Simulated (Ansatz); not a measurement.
**GeSb4Te4 (P-3m1), one atom moved along a line**

Level of theory: DFT PBEsol, scalar-relativistic, plane waves, PAW in Ansatz. Cutoff 420 eV, Γ-centred 12×12×4 k-points, Gaussian smearing of 0.15 eV. No spin polarisation. Energies are free energies at this smearing, counted from the undisturbed cell; pressure is positive in compression.

The starting cell (relaxed at this level; it needn't be the usual structure):

```yaml
crystal:
  lattice:
    - [4.26661, 0.00000, 0.00000]
    - [-2.13330, 3.69499, 0.00000]
    - [0.00000, 0.00000, 17.00671]
  atoms:
    - { symbol: Ge, position: [0.00000, 0.00000, 0.00000] }
    - { symbol: Sb, position: [0.33333, 0.66667, 0.54586] }
    - { symbol: Sb, position: [0.66667, 0.33333, 0.45414] }
    - { symbol: Sb, position: [0.66667, 0.33333, 0.78736] }
    - { symbol: Sb, position: [0.33333, 0.66667, 0.21264] }
    - { symbol: Te, position: [0.33333, 0.66667, 0.90322] }
    - { symbol: Te, position: [0.66667, 0.33333, 0.09678] }
    - { symbol: Te, position: [0.00000, 0.00000, 0.68674] }
    - { symbol: Te, position: [0.00000, 0.00000, 0.31326] }
```

Atom 8 (Te) is moved by x along the Cartesian unit vector (0.000, -0.821, 0.570); the cell and all other atoms stay fixed.

Task: Over the sampled range (-0.2000 to 0.1500), is the undisturbed cell the lowest point?

Result: Yes, every other sampled point lies higher.

The scan:

| x (Å) | ΔE (meV/cell) |
| --- | --- |
| -0.2000 | 71.6 |
| -0.1000 | 19.0 |
| 0.0000 | 0.0 |
| 0.1500 | 51.8 |